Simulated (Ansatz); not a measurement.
Density of states of CsSnBr$_{3}$ (Pm-3m, a = 5.895 Å, b = 5.895 Å, c = 5.895 Å, α = 90.00°, β = 90.00°, γ = 90.00°), in states per eV and primitive cell, averaged over bins of 0.5 eV. Theory: DFT PBE, scalar-relativistic, plane waves, PAW (Ansatz).

Cutoff 420 eV; k points 6×6×6 on the computed 5-atom cell (Γ-centred); Gaussian smearing, width 0.02 eV; no spin polarisation.

The cell is relaxed at this level. The states (both spins) are summed by tetrahedra on a 9×9×9 mesh at the self-consistent density. Energies are bin centres; the table starts no lower than −8 eV and ends at 6 eV, or lower where the solved bands end.

The gap is 0.65 eV at this level, with the zero inside it.

```tsv
E − E_F (eV)	total	Br 4p	Sn 5p	Cs 6s	Sn 5s
-7.80	1.63	0.47	0.03	0.00	1.06
-7.30	0.65	0.15	0.02	0.00	0.45
-6.80	0.12	0.02	0.00	0.00	0.09
-6.30	0.00	0.00	0.00	0.00	0.00
-5.80	0.00	0.00	0.00	0.00	0.00
-5.30	1.50	1.06	0.43	0.00	0.00
-4.80	3.34	2.39	0.86	0.00	0.04
-4.30	2.33	1.76	0.41	0.02	0.07
-3.80	6.23	5.50	0.29	0.24	0.05
-3.30	10.82	10.56	0.10	0.00	0.03
-2.80	8.76	8.47	0.09	0.01	0.12
-2.30	1.32	0.88	0.10	0.01	0.30
-1.80	1.09	0.65	0.12	0.00	0.29
-1.30	0.53	0.29	0.07	0.00	0.15
-0.80	0.07	0.03	0.01	0.00	0.02
-0.30	0.00	0.00	0.00	0.00	0.00
0.20	0.00	0.00	0.00	0.00	0.00
0.70	1.02	0.08	0.80	0.00	0.01
1.20	1.97	0.23	1.50	0.00	0.02
1.70	1.59	0.28	1.12	0.00	0.03
2.20	1.46	0.27	0.84	0.16	0.03
2.70	1.92	0.37	0.97	0.32	0.03
3.20	2.50	0.38	0.93	0.53	0.01
3.70	6.02	0.72	1.49	1.33	0.01
4.20	7.25	0.24	0.41	0.42	0.01
4.70	6.27	0.15	0.26	0.14	0.00
5.20	5.86	0.07	0.04	0.19	0.00
```

The columns after the total are the main Löwdin projections on the occupied valence shells of the potentials; 2 others are left out. The rest of the total lies in those, in shells that are empty in the free atom, which aren't projected, and between the atoms.

Spin-orbit coupling is left out, which matters for the bands of heavy elements.

Whether CsSnBr3 exists in this form wasn't checked. Symmetry holds off the tilts and polar distortions that many cubic perovskites undergo.

Cost: 1 run of about 0.41 core-minutes, on AMD EPYC 9R45 (Zen 5) (shared hosts).